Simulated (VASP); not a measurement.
Input of a VASP 6.6.1 run:

Contents of INCAR:

```
ALGO = Normal
EDIFF = 1E-6
ENCUT = 520
GGA = PS
ISIF = 2
ISMEAR = 0
LASPH = True
LCHARG = False
LREAL = False
LWAVE = False
NBANDS = 16
NELM = 80
PREC = Accurate
SIGMA = 0.05
```

KPOINTS

```
k-points
0
Gamma
  12 12 12
```

The input POSCAR:

```
AgCl
1.0
    0.0000000000      2.7350000000      2.7350000000
    2.7350000000      0.0000000000      2.7350000000
    2.7350000000      2.7350000000      0.0000000000
Ag Cl
1 1
Direct
    0.0000000000      0.0000000000      0.0000000000
    0.5000000000      0.5000000000      0.5000000000
```

Potentials or basis: VASP PAW PBE potentials, release 64 (Ag, Cl).

Command:

```sh
$ cat potpaw_PBE.64/Ag/POTCAR potpaw_PBE.64/Cl/POTCAR > POTCAR
$ mpirun -np 1 vasp_std > vasp.out
```

(1) What does it give for the band gap on the k mesh?

(2) Estimate the pressure.

## Answers

(1) 0.72 eV, indirect (least direct gap 3.06 eV).

(2) -0.8 GPa.

Caveat: the PAW data sets were made with another functional, which shifts forces and pressure a little.

**What was measured.**

From a printed reference work, data compilation, for a bulk crystal of AgCl: band gap 3.249 eV (indirect).

Measured gap of AgCl: 3.249 eV (indirect; a printed reference work, data compilation). This calculation gives 0.72 eV (-2.53 eV). So large a miss can be the level of theory's own, or it may mean another phase, state or a wrong row. Spin-orbit coupling on Ag is left out. The value is that of PBEsol on a finite k mesh, which can miss the band edges, without temperature or zero-point motion. Semilocal functionals fall short of measured gaps as a rule.
